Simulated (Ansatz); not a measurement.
**Indium, body-centred tetragonal under LDA: convergence with the k-point mesh**

How fine must the k-point mesh be for energy and pressure to settle? The geometry was relaxed under LDA beforehand and stays fixed; 8 values are run, from 2×2×2 to 17×17×21. Wanted are the values from which on the energy stays within 10 and 1 meV/atom, and the pressure within 0.5 GPa, of the last run. Within the series other settings stay, but some runs also write fields, which adds to their time. Spin polarisation is left out.

Method: DFT LDA, plane waves with PAW, scalar-relativistic, in Ansatz 0.2.0.

### Step 1. The system as given

Symmetry: C2/m, No. 12, monoclinic system. Conventional cell: a = 4.354 Å, b = 4.568 Å, c = 3.271 Å, α = 90.00°, β = 130.83°, γ = 90.00°. Around In (site symmetry 2/m) lie 12 In at 3.16 to 3.37 Å.

Structure file:

```
In
1.0
    -1.60199    1.62820    2.47557
     1.62820   -1.60199    2.47557
     1.52605    1.52605   -2.45834
In
1
Direct
  0.00000 0.00000 0.00000
```

### Step 2. Run at 2×2×2

The run at 2×2×2.

input.yaml reads:

```yaml
crystal:
  lattice:
    - [-1.6019898026, 1.6281983263, 2.4755659685]
    - [1.6281983263, -1.6019898026, 2.4755659685]
    - [1.5260503434, 1.5260503434, -2.4583443292]
  atoms:
    - { symbol: In, position: [0.0, 0.0, 0.0] }
hamiltonian:
  xc: lda
  pseudopotentials:
    kind: paw
    azcp:
      In: "pseudopotentials/In.paw.azcp"
basis:
  ecutwfc: 420
  fft_grid_basis: typed
kpoints:
  mp_grid: { grid: [2, 2, 2], shift: [0, 0, 0] }
magnetization:
  spin_polarized: false
scf:
  occupations: { method: fermi_dirac, width: 0.1 }
  lower_state_search: "off"
output:
  stress: true
```

Run with:

```console
ansatz run input.yaml --threads 2 --pin off --max-ram 5120MiB --backend cpu --events-out ev --progress --plain --runs-dir out
```

### Step 3. Run at 3×3×4

The run at 3×3×4.

input.yaml: that of step 2 with these lines changed.

```diff
@@ -17,3 +17,3 @@
 kpoints:
-  mp_grid: { grid: [2, 2, 2], shift: [0, 0, 0] }
+  mp_grid: { grid: [3, 3, 4], shift: [0, 0, 0] }
 magnetization:
```

### Step 4. Run at 4×4×5

The run at 4×4×5.

input.yaml: that of step 3 with these lines changed.

```diff
@@ -17,3 +17,3 @@
 kpoints:
-  mp_grid: { grid: [3, 3, 4], shift: [0, 0, 0] }
+  mp_grid: { grid: [4, 4, 5], shift: [0, 0, 0] }
 magnetization:
@@ -25 +25,5 @@
   stress: true
+  write_density: true
+  write_potential: true
+  elf: true
+  volumetric_format: npy
```

### Step 5. Run at 6×6×7

The run at 6×6×7.

input.yaml: that of step 4 with these lines changed.

```diff
@@ -17,3 +17,3 @@
 kpoints:
-  mp_grid: { grid: [4, 4, 5], shift: [0, 0, 0] }
+  mp_grid: { grid: [6, 6, 7], shift: [0, 0, 0] }
 magnetization:
@@ -25,5 +25 @@
   stress: true
-  write_density: true
-  write_potential: true
-  elf: true
-  volumetric_format: npy
```

### Step 6. Run at 7×7×9

The run at 7×7×9.

input.yaml: that of step 5 with these lines changed.

```diff
@@ -17,3 +17,3 @@
 kpoints:
-  mp_grid: { grid: [6, 6, 7], shift: [0, 0, 0] }
+  mp_grid: { grid: [7, 7, 9], shift: [0, 0, 0] }
 magnetization:
```

### Step 7. Run at 9×9×12

The run at 9×9×12.

input.yaml: that of step 6 with these lines changed.

```diff
@@ -17,3 +17,3 @@
 kpoints:
-  mp_grid: { grid: [7, 7, 9], shift: [0, 0, 0] }
+  mp_grid: { grid: [9, 9, 12], shift: [0, 0, 0] }
 magnetization:
@@ -25 +25,5 @@
   stress: true
+  write_density: true
+  write_potential: true
+  elf: true
+  volumetric_format: npy
```

### Step 8. Run at 12×12×15

The run at 12×12×15.

input.yaml: that of step 7 with these lines changed.

```diff
@@ -17,3 +17,3 @@
 kpoints:
-  mp_grid: { grid: [9, 9, 12], shift: [0, 0, 0] }
+  mp_grid: { grid: [12, 12, 15], shift: [0, 0, 0] }
 magnetization:
@@ -25,5 +25 @@
   stress: true
-  write_density: true
-  write_potential: true
-  elf: true
-  volumetric_format: npy
```

### Step 9. Run at 17×17×21

The run at 17×17×21.

input.yaml: that of step 8 with these lines changed.

```diff
@@ -17,3 +17,3 @@
 kpoints:
-  mp_grid: { grid: [12, 12, 15], shift: [0, 0, 0] }
+  mp_grid: { grid: [17, 17, 21], shift: [0, 0, 0] }
 magnetization:
```

(Steps that only read results are left out.)

Before running it: what results should come out? Wanted: pressure at 17×17×21.

**Answer**, as computed:

| quantity | value |
| --- | --- |
| E(σ → 0) stays within 10 meV/atom of 17×17×21 | from 7×7×9 on |
| E(σ → 0) stays within 1 meV/atom | not reached before 17×17×21 |
| pressure stays within 0.5 GPa | from 4×4×5 on |
| pressure at 17×17×21 | 0.02 GPa |
| CPU time, dearest over cheapest | 59 |
| energy of a separate run on a finer mesh (19×19×23) | -0.6 meV/atom from 17×17×21 |

What this shows: At 2×2×2 the energy differs by -521.9 meV/atom and the pressure by -7.4 GPa. The error changes sign along the series: k-point sums are not variational. The energy has not settled to 1 meV/atom before the last mesh. A Fermi surface needs many points. A run on a finer mesh agrees with the yardstick to 1 meV/atom. The cell taken over is 6 % smaller than the measured one (26.14 Å³/atom, COD).
